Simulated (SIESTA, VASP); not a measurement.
Given: the input of a run of VASP 6.6.1 on PbO2. The cell is a database's computed one, not the measured one.

The input INCAR:

```
PREC = Accurate ; ENCUT = 520
EDIFF = 1E-7 ; ISMEAR = -1
SIGMA = 0.05 ; LREAL = F
LASPH = T ; NELM = 80
ALGO = Normal ; ISIF = 2
LWAVE = F ; LCHARG = F
GGA = PE ; NBANDS = 35
```

File KPOINTS:

```
regular mesh
0
Gamma
  6 6 8
```

Contents of POSCAR:

```
PbO2
1.0
    4.9949598700      0.0000000000      0.0000000000
    0.0000000000      4.9949598700      0.0000000000
    0.0000000000      0.0000000000      3.4090009600
Pb O
2 4
Direct
    0.5000000000      0.5000000000      0.5000000000
    0.0000000000      0.0000000000      0.0000000000
    0.6925710400      0.6925710400      0.0000000000
    0.8074289600      0.1925710400      0.5000000000
    0.1925710400      0.8074289600      0.5000000000
    0.3074289600      0.3074289600      0.0000000000
```

Potentials or basis: VASP PAW PBE potentials, release 64 (Pb_d, O).

Run with:

```bash
$ cat potpaw_PBE.64/Pb_d/POTCAR potpaw_PBE.64/O/POTCAR > POTCAR
$ mpirun -np 1 vasp_std > vasp.out
```

Translate it to SIESTA 5.4.2. Potentials or basis there: files PseudoDojo sr-pbe-0.4.1-standard, DZP (energy shift 0.003 Ry; two zetas on semicore shells).

As run (cutoffs and basis follow the program's own potentials, and thresholds, step limits or extra output files can differ):

Contents of PbO2.fdf:

```
SystemName                      PbO2
SystemLabel                     PbO2
NumberOfSpecies                 2
NumberOfAtoms                   6
%block ChemicalSpeciesLabel
  1  82 Pb
  2   8 O
%endblock ChemicalSpeciesLabel

LatticeConstant                 1.0 Ang
%block LatticeVectors
     4.9949598700     0.0000000000     0.0000000000
     0.0000000000     4.9949598700     0.0000000000
     0.0000000000     0.0000000000     3.4090009600
%endblock LatticeVectors
AtomicCoordinatesFormat         Fractional
%block AtomicCoordinatesAndAtomicSpecies
     0.5000000000     0.5000000000     0.5000000000  1  Pb
     0.0000000000     0.0000000000     0.0000000000  1  Pb
     0.6925710400     0.6925710400     0.0000000000  2  O
     0.8074289600     0.1925710400     0.5000000000  2  O
     0.1925710400     0.8074289600     0.5000000000  2  O
     0.3074289600     0.3074289600     0.0000000000  2  O
%endblock AtomicCoordinatesAndAtomicSpecies

%block kgrid.MonkhorstPack
    6   0   0  0.0
    0   6   0  0.0
    0   0   8  0.0
%endblock kgrid.MonkhorstPack
XC.Functional                   GGA
XC.Authors                      PBE
PAO.BasisSize                   DZP
PAO.EnergyShift                 0.003 Ry
Mesh.Cutoff                     800 Ry
OccupationFunction              FD
ElectronicTemperature           0.05 eV
MaxSCFIterations                120
SCF.MustConverge                false
SCF.Mixer.Method                Pulay
SCF.Mixer.Weight                0.25
SCF.Mixer.History               8
SCF.DM.Tolerance                5.0e-05
SCF.H.Tolerance                 1.0e-03 eV
WriteForces                     true
Charge.Mulliken                 end
Charge.Hirshfeld                end
Charge.Voronoi                  end
SaveRho                         true
SaveElectrostaticPotential      true
%block PAO.Basis
  Pb 4
  n=6 0 2
    6.167 0.000
  n=6 1 2
    8.915 0.000
  n=5 2 2
    4.155 0.000
  n=6 2 1
    8.915
%endblock PAO.Basis
```

Potentials or basis: PseudoDojo 0.4 standard (PBE files), converted to PSML, two zetas on semicore shells, DZP (energy shift 0.003 Ry; two zetas on semicore shells).

Launch:

```console
$ siesta < PbO2.fdf > PbO2.out 2>&1
```

Both were run:

|  | VASP | SIESTA |
| --- | --- | --- |
| Pressure | 6.0 GPa | 11.5 GPa |
| Largest force | 0.050 eV/Å | 0.042 eV/Å |

The two runs disagree by more than potentials and bases usually give (in gap, levels, pressure or energy); the cause wasn't traced.

Pressure is positive in compression.
